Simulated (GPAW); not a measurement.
Zr:

```xyz
2
Lattice="3.2320 0.0000 0.0000 -1.6160 2.7990 0.0000 0.0000 0.0000 5.1470" Properties=species:S:1:pos:R:3 pbc="T T T"
Zr    1.6160    0.9330    3.8603
Zr    0.0000    1.8660    1.2868
```

```yaml
Program: GPAW 26.7.0
Task: relaxation of cell and atoms
Functional: PBEsol
Dispersion: D3(BJ)
Potentials_or_basis: PAW data sets generated in the run's folder for this functional
Cutoff: 600 eV
Basis: pw
k_mesh: 8 × 8 × 5
Occupations: fermi-dirac, width 0.05 eV
Spin: no spin polarisation
```

At the start: pressure -7.5 GPa; volume 23.28 Å³/atom.

How do energy, volume and symmetry change on relaxing?

Over 7 steps the energy falls by 44.8 meV/atom and the volume is 21.46 Å³/atom (-7.8 %); space group P6_3/mmc (No. 194, to 0.05 Å).

The path:
```
step  energy change (eV)  largest force (eV/Å)  pressure (GPa)  volume (Å³)
   1              0.0000                0.0000           -7.47        46.56
   2             -0.0430                0.0000           -5.52        45.49
   3             -0.0869                0.0000            0.31        42.81
   4             -0.0875                0.0000            0.05        42.91
   5             -0.0886                0.0000           -0.29        43.03
   6             -0.0894                0.0000           -0.31        43.01
   7             -0.0897                0.0000           -0.12        42.92
```

Final structure:
```
CELL_PARAMETERS angstrom
3.12375 0.00000 0.00000
-1.56188 2.70525 0.00000
0.00000 0.00000 5.07884
ATOMIC_POSITIONS crystal
Zr 0.66667 0.33333 0.75000
Zr 0.33333 0.66667 0.25000
```

Caveat: later steps reuse the first step's grids; pairwise dispersion overbinds metals, which lowers pressure and volume.
